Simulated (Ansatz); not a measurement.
Pd under changes of volume

One of the cells (14.750 Å³/atom); the others are scaled copies at fixed shape and fractional positions:

```
CELL_PARAMETERS angstrom
0.00000 1.94650 1.94650
1.94650 0.00000 1.94650
1.94650 1.94650 0.00000
ATOMIC_POSITIONS crystal
Pd 0.00000 0.00000 0.00000
```

* Program: Ansatz 0.2.0
* Functional: LDA
* Potentials or basis: JTH PAW LDA
* Cutoff: 1080 eV
* Density cutoff: 5400 eV
* k mesh: 12 × 12 × 12
* Occupations: fermi-dirac, width 0.05 eV
* Spin: no spin polarisation

| volume (Å³/atom) | energy over the lowest point (meV/atom) | pressure (GPa) |
| --- | --- | --- |
| 13.865 | 6.07 | 6.1 |
| 14.160 | 0.00 | 0.9 |
| 14.455 | 2.80 | -3.6 |
| 14.750 | 13.34 | -7.5 |
| 15.045 | 30.59 | -10.9 |
| 15.340 | ? | ? |
| 15.635 | 82.05 | -16.5 |

**Question.** What does the run at 15.340 Å³/atom give?

**Answer.** Energy over the lowest point 53.73 meV/atom; pressure -13.9 GPa.

Worked out: A Birch-Murnaghan fit of order 3 (a polynomial in V^(-2/3)) to the other rows has its minimum at 14.21 Å³/atom with B0 = V·E''(V) = 226 GPa and B' = 5.5. It gives 53.76 meV/atom at 15.340 Å³/atom, against the run's 53.73, and -dE/dV = -14.0 GPa, against -13.9.

Energies are extrapolated to zero smearing.
